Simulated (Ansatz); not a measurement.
A run on TiO2

```yaml
crystal:
  lattice:
    - [6.1535771931, -1.8834685, 0.0]
    - [6.1535771931, 1.8834685, 0.0]
    - [-1.9283261078, 0.0, 6.3289668713]
  atoms:
    - { symbol: Ti, position: [0.804714, 0.804714, 0.716238] }
    - { symbol: Ti, position: [0.099929, 0.099929, 0.710398] }
    - { symbol: Ti, position: [0.195286, 0.195286, 0.283762] }
    - { symbol: Ti, position: [0.900071, 0.900071, 0.289602] }
    - { symbol: O, position: [0.0583525, 0.0583525, 0.369979] }
    - { symbol: O, position: [0.638069, 0.638069, 0.706603] }
    - { symbol: O, position: [0.1328115, 0.1328115, 0.004709] }
    - { symbol: O, position: [0.9416475, 0.9416475, 0.630021] }
    - { symbol: O, position: [0.7365115, 0.7365115, 0.3475] }
    - { symbol: O, position: [0.8671885, 0.8671885, 0.995291] }
    - { symbol: O, position: [0.2634885, 0.2634885, 0.6525] }
    - { symbol: O, position: [0.361931, 0.361931, 0.293397] }
kpoints:
  mp_grid: { grid: [7, 7, 4] }
scf:
  occupations: { method: fermi_dirac, width: 0.02 }
  max_iter: 1
hamiltonian:
  xc: pbe
  pseudopotentials: { kind: paw }
output:
  forces: true
  stress: true
  populations: true
  efg:
    quadrupole_moments_barn: { Ti: 0.247, O: -0.02558 }
    contact_densities: true
```

```sh
ansatz run input.yaml --threads 1 --pin off --max-ram 2560MiB --backend cpu --events-out ev --progress --plain --runs-dir out
```

Question: What happens when this input is run?

Answer: The calculation stopped without meeting its thresholds. The input holds a cap of too few SCF iterations. The program says:

```
Error: did not converge after 1 iterations: dr2 = 2.93e-2 (threshold 1.00e-7), under the density mixer `msr1`, which `scf.mixing.algorithm: auto` chose by the deck's other keys (type `scf.mixing.algorithm: msr1` to keep it); raise `scf.max_iter`, which need not help a stalled SCF, or adjust the mixing (`scf.mixing`) or, under a smearing, its width (`scf.occupations.width`, in either direction: another width is another result) …
```

```
SCF iter   1: F=—  HF=-14555.070569 eV  |F-HF|=—  |Δ(HF+E_count)|=         —  Δρ=4.78e-3  dr2=2.93e-2  ethr=1.77e-3  ⟨swp⟩=6.1  Hψ=31825  notcnv=0
```

Against a sound input the change was `scf.max_iter`: not typed → 1.

With the sound settings the run converges and gives V_zz (10²¹ V/m²) Ti1 -0.46 (η 0.68), Ti2 -1.78 (η 0.85), O5 1.69 (η 0.06), O6 2.77 (η 0.86), O7 1.14 (η 0.72), O9 -1.88 (η 0.99); a site carries the number of its first atom in the input.
